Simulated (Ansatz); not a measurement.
The system is Cs.

```
Cs
1.0
    -2.75008    2.75008    4.09724
     2.75008   -2.75008    4.09724
     2.75008    2.75008   -4.09724
Cs
1
Direct
  0.00000 0.00000 0.00000
```

This isn't the form of Cs at room conditions, which is bcc.

```yaml
Program: Ansatz 0.2.0
Task: relaxation of cell and atoms
Functional: RPBE
Potentials_or_basis: Ansatz PAW
Cutoff: "420 eV (not typed: the program's choice for these potentials)"
k_mesh: 7 × 7 × 7
Occupations: fermi-dirac, width 0.05 eV
Spin: no spin polarisation
```

At the start: volume 123.95 Å³/atom.

Question: How do energy, volume and symmetry change on relaxing?

Answer: It ends after 4 steps and the volume is 131.18 Å³/atom (+5.8 %); space group I4/mmm (No. 139, to 0.05 Å).

The path:
```
step  energy change (eV)  largest force (eV/Å)  volume (Å³)
   1              0.0000                0.0000       123.95
   2             -0.0003                0.0000       124.43
   3             -0.0028                0.0000       131.18
   4             -0.0028                0.0000       131.18
```

Final structure:
```
CELL_PARAMETERS angstrom
-2.82144 2.82144 4.11978
2.82144 -2.82144 4.11978
2.82144 2.82144 -4.11978
ATOMIC_POSITIONS crystal
Cs 0.00000 0.00000 0.00000
```

Caveat: the plane-wave basis is chosen anew once the cell has moved, so the energies of steps on either side of that aren't comparable; the PAW data sets come from PBE, with cores solved anew for the run's functional, which leaves a small shift of forces and pressure.
